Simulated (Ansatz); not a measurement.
BaTe, one cell by several methods

```
Ba Te
1.0
     0.00000    3.41000    3.34180
     3.41000    0.00000    3.34180
     3.41000    3.41000    0.00000
Ba Te
1 1
Direct
  0.00000 0.00000 0.00000
  0.50000 0.50000 0.50000
```

Atoms are numbered in the order listed.

The cell is COD entry 1010423, as deposited and not checked against the literature; nothing was relaxed. It is an old determination, and later ones may differ. The listed cell was then made from it by scaling, straining or moving an atom.

Spin–orbit coupling is left out, though it moves levels of the heavy atoms by tenths of an eV or more.

Levels of theory: DFT, PBEsol, PAW with Ansatz's default frozen-core files, scalar-relativistic (Ansatz 0.2.0); DFT, PBEsol, all-electron PAW with datasets made for the crystal, scalar-relativistic (Ansatz 0.2.0); DFT, PBEsol, all-electron LAPW, scalar-relativistic (Ansatz 0.2.0).

For PAW: a Γ-centred 10×10×10 k mesh, Fermi–Dirac smearing of 0.05 eV, cutoff 420 eV, no spin polarisation; the PAW files were made with PBE, and the program remakes their frozen cores for this functional. The crystal-made all-electron datasets (AE datasets) take a cutoff of 260 eV at this cell. LAPW targets a basis error of 0.25 meV/atom. The Ansatz runs share mesh, smearing and spin set-up. Plane-wave (PAW) pressures include the program's estimate of the Pulay term.

Stress and pressure are positive in compression.

Spin–orbit coupling is left out, which moves gradients at and beside heavy atoms by some per cent and at worst by a factor of two.

```
                             quantity    PAW  AE datasets   LAPW
                       pressure (GPa)   2.81         2.81   2.81
                      stress xx (GPa)   2.12         2.12   2.12
                      stress zz (GPa)   4.18         4.18   4.18
                        band gap (eV)  1.234        1.234  1.234
field gradient Vzz at Ba1 (10²¹ V/m²)  -2.41        -2.43      –
field gradient Vzz at Te2 (10²¹ V/m²)  -2.64        -2.63      –
```

PAW's pressure differs from the LAPW value by about 0.01 GPa or less. Datasets made for the crystal and LAPW share parts of one code, so their agreement isn't an independent check.
